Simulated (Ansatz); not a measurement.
Input and command of a calculation in Ansatz (plane waves; scalar-relativistic PAW potentials unless the input names others):

```yaml
crystal:
  lattice:
    - [0.0, 2.5781271314, 2.5781271314]
    - [2.5781271314, 0.0, 2.5781271314]
    - [2.5781271314, 2.5781271314, 0.0]
  atoms:
    - { symbol: Sr, position: [0.0, 0.0, 0.0] }
    - { symbol: O, position: [0.5, 0.5, 0.5] }
basis:
  ecutwfc: 420
kpoints:
  mp_grid: { grid: [8, 8, 8] }
hamiltonian:
  xc: pbe
scf:
  occupations: { method: fixed }
  max_iter: 75
output:
  forces: true
  eigenvalues: true
  stress: true
magnetization:
  spin_polarized: true
  initial_magnetization: 40
```

```bash
ansatz run input.yaml --threads 1 --pin off --max-ram 1228MiB --backend cpu --events-out ev --progress --plain --runs-dir out
```

**Question.** What is wrong with this input?

**Answer.** The program refuses it, because of an impossible spin (magnetization: not typed → {"spin_polarized": true, "initial_magnetization": 40}). Without that key it is accepted.

Abridged log:
```
Error: inconsistent input (scf.occupations.method, magnetization): a σ = 0 step fill (method: fixed, or a smearing width below the step floor) with no hard lock on the total moment puts the same N_el/2 bands in each spin channel, which gives a total moment of zero, but the starting moments sum to +40.0000 μB; make the starting moments (crystal.atoms[].spin / magnetization.per_species / magnetization.initial_magnetization) sum to zero, or set magnetization.spin_locking.lock_magnetization: hard with an even integer magnetization.initial_magnetization, or use a smearing method with a finite width ...
```